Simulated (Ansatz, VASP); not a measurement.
**Two plane-wave programs on V**

```
V
1.0
     3.02670    0.00000    0.00000
     0.00000    3.02670    0.00000
     0.00000    0.00000    3.02670
V
2
Direct
  0.00000 0.00000 0.00000
  0.50000 0.50000 0.50000
```

Alike in both runs: task single point; functional PBE; k mesh 9 × 9 × 9; occupations fermi-dirac, width 0.1 eV; collinear spin.

|  | VASP | Ansatz |
| --- | --- | --- |
| version | VASP 6.6.1 | Ansatz 0.2.0 |
| potentials or method | VASP PAW PBE potentials, release 64 (V_sv) | PAW, plane waves, scalar-relativistic |
| plane-wave cutoff (eV) | 520 | 420 |
| valence electrons in the cell | 26 | 26 |

VASP gave:

```
pressure (GPa)           : -4.6
net moment per atom (μB) : 0.00
```

Question: What did Ansatz give for the same quantities?

Answer: Pressure (GPa): -4.8; net moment per atom (μB): 0.00.

The functional is the same, so the differences come from potentials, cutoffs and numerics. Ansatz warned: «seeded_moment_not_kept».
